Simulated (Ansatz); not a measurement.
Crystal: Re.

```xyz
4
Lattice="2.7664 0.0000 0.0000 -1.3832 2.3958 0.0000 0.0000 0.0000 8.9388" Properties=species:S:1:pos:R:3 pbc="T T T"
Re    1.3832    0.7986    6.7041
Re    0.0000    0.0000    4.4694
Re    0.0000    1.5972    2.2347
Re    0.0000    0.0000    0.0000
```

| Quantity | Value |
| --- | --- |
| Program | Ansatz 0.2.0 |
| Task | relaxation of cell and atoms |
| Functional | PBEsol |
| Dispersion | D4 |
| Potentials or basis | Ansatz PAW |
| Cutoff | 420 eV (not typed: the program's choice for these potentials) |
| k mesh | 11 × 11 × 3 |
| Occupations | fermi-dirac, width 0.05 eV |
| Spin | no spin polarisation |

At the start: volume 14.81 Å³/atom.

Q: Where does the relaxation end?

A: It ends after 5 steps and the volume is 14.39 Å³/atom (-2.8 %); space group P6_3/mmc (No. 194, to 0.05 Å).

Step by step:
```
step  energy change (eV)  largest force (eV/Å)  volume (Å³)
   1              0.0000                0.0000        59.24
   2             -0.0580                0.0000        57.78
   3             -0.0591                0.0000        57.57
   4             -0.0591                0.0000        57.58
   5             -0.0576                0.0000        57.58
```

Final structure:
```
CELL_PARAMETERS angstrom
2.73977 0.00000 0.00000
-1.36989 2.37271 0.00000
0.00000 0.00000 8.85686
ATOMIC_POSITIONS crystal
Re 0.66667 0.33333 0.75000
Re 0.00000 0.00000 0.50000
Re 0.33333 0.66667 0.25000
Re 0.00000 0.00000 0.00000
```

Caveat: the plane-wave basis is chosen anew once the cell has moved, so the energies of steps on either side of that aren't comparable; the PAW data sets come from PBE, with cores solved anew for the run's functional, which leaves a small shift of forces and pressure.
